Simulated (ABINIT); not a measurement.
The system is BN.

```xyz
4
Lattice="2.5539 0.0000 0.0000 -1.2770 2.2118 0.0000 0.0000 0.0000 4.2269" Properties=species:S:1:pos:R:3 pbc="T T T"
N     0.0000    1.4745    0.5295
N     1.2770    0.7373    2.6430
B     0.0000    1.4745    2.1123
B     1.2770    0.7373    4.2257
```

Measurements of this composition are mostly on another form, of space group No. 194.

Base run:

- Program: ABINIT 10.8.3 (patched build)
- Functional: PBE
- Potentials or basis: PseudoDojo NC SR PBE v0.4.1 standard
- Cutoff: 952 eV
- k mesh: 8 × 8 × 4
- Occupations: fixed
- Spin: no spin polarisation

Its results: band gap on the k mesh 5.58 eV, indirect (least direct gap 8.28 eV); pressure -1.6 GPa; largest force 0.016 eV/Å.

Q: The run is repeated on the same cell with these changes: k mesh from 8 × 8 × 4 to 9 × 9 × 4; occupations from fixed to fermi-dirac, width 0.05 eV. What comes out?

A: Band gap on the k mesh 5.27 eV, indirect (least direct gap 8.28 eV); pressure -1.6 GPa; largest force 0.015 eV/Å.

Caveats: an odd mesh through Γ misses points on the zone boundary, where band edges often lie (some runs).

Not every run made on this cell is shown here.
